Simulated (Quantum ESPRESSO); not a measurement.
The system is Nb.

```
Nb
1.0
    -1.66395    1.66395    1.66395
     1.66395   -1.66395    1.66395
     1.66395    1.66395   -1.66395
Nb
1
Direct
  0.00000 0.00000 0.00000
```

| Property | Result |
| --- | --- |
| Program | Quantum ESPRESSO 7.5 |
| Task | relaxation of cell and atoms |
| Functional | PBEsol |
| Potentials or basis | GBRV 1.5 PBEsol |
| Cutoff | 612 eV |
| Density cutoff | 4898 eV |
| k mesh | 11 × 11 × 11 |
| Occupations | fermi-dirac, width 0.05 eV |
| Spin | no spin polarisation |

At the start: pressure -8.3 GPa; volume 18.43 Å³/atom.

**Question.** How do energy, volume and symmetry change on relaxing?

**Answer.** Over 14 steps the energy falls by 22.1 meV/atom and the volume is 17.55 Å³/atom (-4.8 %); space group Im-3m (No. 229, to 0.05 Å).

Step by step:
```csv
step,energy change (eV),largest force (eV/Å),pressure (GPa),volume (Å³)
1,0.0000,0.0000,-8.31,18.43
2,-0.0186,0.0000,-3.66,17.91
3,-0.0174,0.0000,3.72,17.19
4,-0.0187,0.0000,3.15,17.24
5,-0.0204,0.0000,2.11,17.34
6,-0.0218,0.0000,0.77,17.46
7,-0.0221,0.0000,-0.65,17.60
8,-0.0221,0.0000,-0.63,17.60
9,-0.0221,0.0000,-0.58,17.59
10,-0.0221,0.0000,-0.51,17.59
11,-0.0221,0.0000,-0.42,17.58
12,-0.0222,0.0000,-0.32,17.57
13,-0.0221,0.0000,-0.21,17.56
14,-0.0221,0.0000,-0.08,17.55
```

Final structure:
```
Nb
1.0
    -1.63695    1.63695    1.63695
     1.63695   -1.63695    1.63695
     1.63695    1.63695   -1.63695
Nb
1
Direct
  0.00000 0.00000 0.00000
```
